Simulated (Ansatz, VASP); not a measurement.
**Two plane-wave programs on RbBr**

```
Rb Br
1.0
     0.00000    3.55451    3.55451
     3.55451    0.00000    3.55451
     3.55451    3.55451    0.00000
Rb Br
1 1
Direct
  0.50000 0.50000 0.50000
  0.00000 0.00000 0.00000
```

Alike in both runs: task single point; functional PBE; k mesh 8 × 8 × 8; occupations gaussian, width 0.05 eV; no spin polarisation.

```csv
,VASP,Ansatz
version,VASP 6.6.1,Ansatz 0.2.0
potentials or method,"VASP PAW PBE potentials, release 64 (Rb_sv, Br)","scalar-relativistic, plane waves, PAW"
plane-wave cutoff (eV),520,420
valence electrons in the cell,16,16
```

```csv
,VASP,Ansatz,Ansatz less VASP
gap on the k mesh at the Fermi level (eV),4.10,4.10,+0.001
least direct gap on the mesh (eV),4.10,4.10,+0.001
pressure (GPa),-0.4,-0.4,-0.02
```

A k mesh can miss the band edges. A hybrid or GW would open this gap; PBE tends to underestimate it.
